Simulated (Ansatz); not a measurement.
# 3-layer Hf2CO2 MXene (AA) in a perpendicular field, part 2 of 2

Wanted: the out-of-plane response of the 3-layer Hf2CO2 MXene (AA). A positive field points along +c.

Ansatz 0.2.0; plane-wave DFT, PBE-D3(BJ), Ansatz PAW (set soft_1); PAW set soft_1.

So far. Step 5 (Single point, field -0.1 V/Å): The dipole is -0.0848 e·Å, and the gap 0.659 eV. Step 6 (Atoms held, field 0.2 V/Å): The dipole is 0.170 e·Å, and the gap 0.560 eV.

## Step 7: Atoms held, field 0.3 V/Å

Contents of input.yaml:

```yaml
crystal:
  lattice:
    - [3.323149751, 0.0, 0.0]
    - [-1.6615748755, 2.877932105, 0.0]
    - [0.0, 0.0, 34.678609042]
  atoms:
    - { symbol: O, position: [0.3333333333, 0.6666666667, 0.2595259801] }
    - { symbol: Hf, position: [0.6666666667, 0.3333333333, 0.2857087209] }
    - { symbol: C, position: [0.0, 0.0, 0.3251197723] }
    - { symbol: Hf, position: [0.3333333333, 0.6666666667, 0.3645946406] }
    - { symbol: O, position: [0.6666666667, 0.3333333333, 0.3891774524] }
    - { symbol: O, position: [0.3333333333, 0.6666666667, 0.4359878639] }
    - { symbol: Hf, position: [0.6666666667, 0.3333333333, 0.4605747427] }
    - { symbol: C, position: [0.0, 0.0, 0.5] }
    - { symbol: Hf, position: [0.3333333333, 0.6666666667, 0.5394252573] }
    - { symbol: O, position: [0.6666666667, 0.3333333333, 0.5640121361] }
    - { symbol: O, position: [0.3333333333, 0.6666666667, 0.6108225476] }
    - { symbol: Hf, position: [0.6666666667, 0.3333333333, 0.6354053594] }
    - { symbol: C, position: [0.0, 0.0, 0.6748802277] }
    - { symbol: Hf, position: [0.3333333333, 0.6666666667, 0.7142912791] }
    - { symbol: O, position: [0.6666666667, 0.3333333333, 0.7404740199] }
kpoints:
  mp_grid: { grid: [18, 18, 1] }
  band_path:
    path: [[0, 0, 0], [0.5, 0, 0], [0.33333333, 0.33333333, 0], [0, 0, 0]]
    npoints: 16
hamiltonian:
  xc: pbe
  dispersion: d3bj
  pseudopotentials: { kind: paw, azcp: { folder: soft_1 } }
scf:
  occupations: { method: fermi_dirac, width: 0.02585 }
  convergence: { dr2_threshold: 1.0e-10 }
efield:
  axis: 3
  dipole_correction: true
  ramp_position: 0.9559
  ramp_width: 0.0882
  amplitude: 0.3
output:
  write_potential: true
  write_density: true
  volumetric_format: npy
```

Started as:

```sh
> ansatz run input.yaml --threads 4 --pin off --max-ram 8192MiB --backend cpu --events-out ev --progress --plain --runs-dir out
```

The job ended after 84 s (4 threads of Intel Xeon Platinum 8488C (Sapphire Rapids), shared host; peak memory 2.1 GiB).

The dipole is 0.254 e·Å, and the gap 0.448 eV.

## Step 8: Response, atoms held

This step: plane-wave DFT, PBE-D3(BJ), Ansatz PAW (set soft_1); response to a field along the normal, atoms held; PAW set soft_1 (Ansatz 0.2.0).

The dipoles give the slope, and the difference of two potentials shows where the field is screened.

Numbers from this step:

| Quantity | Value |
| --- | --- |
| equivalent conductor thickness p/(ε₀AE) | 16.04 Å |
| distance between the outer atoms | 16.68 Å |

The dipole of the cell by applied field:

```
applied field (V/Å)  dipole of the cell (e·Å)
             -0.100                   -0.0848
              0.000                         0
              0.100                    0.0848
              0.200                     0.170
              0.300                     0.254
```

Local field over the applied field, running mean. From the potentials at -0.1 and 0.1 V/Å; running mean over 2.8 Å. Local field over applied field against z:

```
z (Å)  local field over applied field
    5                           0.999
    6                           0.986
    7                           0.893
    8                           0.638
    9                           0.337
   10                           0.126
   11                          0.0704
   12                          0.0748
   13                           0.144
   14                           0.197
   15                           0.183
   16                           0.116
   17                          0.0666
   18                          0.0721
   19                           0.139
   20                           0.195
   21                           0.187
   22                           0.120
   23                          0.0684
   24                          0.0746
   25                           0.174
   26                           0.429
   27                           0.732
   28                           0.941
   29                           0.993
   30                           0.999
```

The induced electron density oscillates, so the rows of the table below give means over windows of 1 Å about each position, cut where the curve ends. Its first 14 maxima inside the range that stand out by 2 % of the span (Å: e/Å³ per V/Å): 8.4: 0.00344, 9.1: 0.00185, 10.5: 7.4e-4, 12.6: 2.6e-4, 13.9: 1.8e-4, 14.4: 1.0e-4, 15.3: 0.00177, 16.6: 6.0e-4, 18.6: 2.8e-4, 19.9: 1.7e-4, 20.5: 1.1e-4, 21.4: 0.00176, 22.7: 6.0e-4, 24.7: 1.9e-4. Its first 14 minima: 8.8: 0.00147, 10.0: -1.9e-4, 12.0: -6.0e-4, 13.3: -0.00176, 14.2: -1.1e-4, 14.7: -1.7e-4, 16.0: -2.8e-4, 18.1: -6.0e-4, 19.4: -0.00177, 20.2: -1.0e-4, 20.8: -1.8e-4, 22.1: -2.6e-4, 24.1: -7.4e-4, 25.6: -0.00185.

Electrons, planar mean, per unit field. Induced electron density against z; means over each step:

```
z (Å)  induced electron density (e/Å³ per V/Å)
    5                                   4.8e-6
    6                                   5.6e-5
    7                                   5.3e-4
    8                                  0.00260
    9                                  0.00171
   10                                   1.6e-4
   11                                   2.7e-4
   12                                  -3.3e-4
   13                                  -6.7e-4
   14                                  -1.3e-4
   15                                   6.9e-4
   16                                   1.9e-4
   17                                   2.4e-4
   18                                  -3.4e-4
   19                                  -5.8e-4
   20                                  -2.1e-4
   21                                   6.2e-4
   22                                   2.4e-4
   23                                   2.7e-4
   24                                  -3.8e-4
   25                                  -4.6e-4
   26                                 -0.00237
   27                                 -0.00182
   28                                  -2.7e-4
   29                                  -2.6e-5
   30                                  -2.5e-6
```

The smaller of the gaps on the path and on the k-mesh, counted as 0 under 0.03 eV. The gap by applied field:

```
applied field (V/Å)  gap (eV)
             -0.100     0.659
              0.000     0.730
              0.100     0.659
              0.200     0.560
              0.300     0.448
```

By hand: between -0.1 and 0.1 V/Å the dipole changes by 0.1696 e·Å, a slope of 0.8478 e·Å²/V. A perfect conductor of thickness t has p = ε₀AEt, so t = 180.95 × 0.8478 / 9.564 = 16.04 Å (e/ε₀ = 180.95 V·Å, A in Å²).

The induced dipole is that of a conductor 16.04 Å thick.

## Step 9: What came out

| Item | Value |
| --- | --- |
| gap without field | 0.730 eV |
| ionisation energy, upper face | 5.28 eV |
| electron affinity, upper face | 4.55 eV |
| equivalent conductor thickness, atoms held | 16.0 Å |

What this shows: The induced dipole equals that of a perfect conductor 16.04 Å thick, while the outer atoms lie 16.68 Å apart; an out-of-plane ε follows only once a thickness t is chosen, by 1 − 1/ε = 16.04 Å / t. The gap goes from 0.73 eV to 0.45 eV at 0.3 V/Å. With the field reversed the gap is 0.66 eV at -0.1 V/Å. Semilocal functionals give gaps that are too small, and excitons are not included. Atoms moved by up to 2.0 Å in the relaxation, so the end structure is to be read from its coordinates and not from the name. Spin-orbit coupling is left out, which matters for the bands of elements this heavy. The MXene's terminations sit over the metal atoms of its far layer; the site over carbon or nitrogen, which some compounds prefer, was not run. After relaxation neighbouring layers come as close as 1.6 Å along the normal, so they are bonded in part and no longer a van der Waals stack.

[Logs are printed without paths, hosts, clocks, repeated set-up lines and the standing remarks that a program may print on its own settings, such as how far it seeks lower states.]

[Hosts, paths, dates, database ids (printed as entryN), source tags and the programs' standing remarks are cut or masked in the printed files.]

[Maps of the electrostatic potential energy from Ansatz leave out the sawtooth potential of an applied field or a dipole correction, so their vacuum need not be flat; planar profiles and work functions include it.]
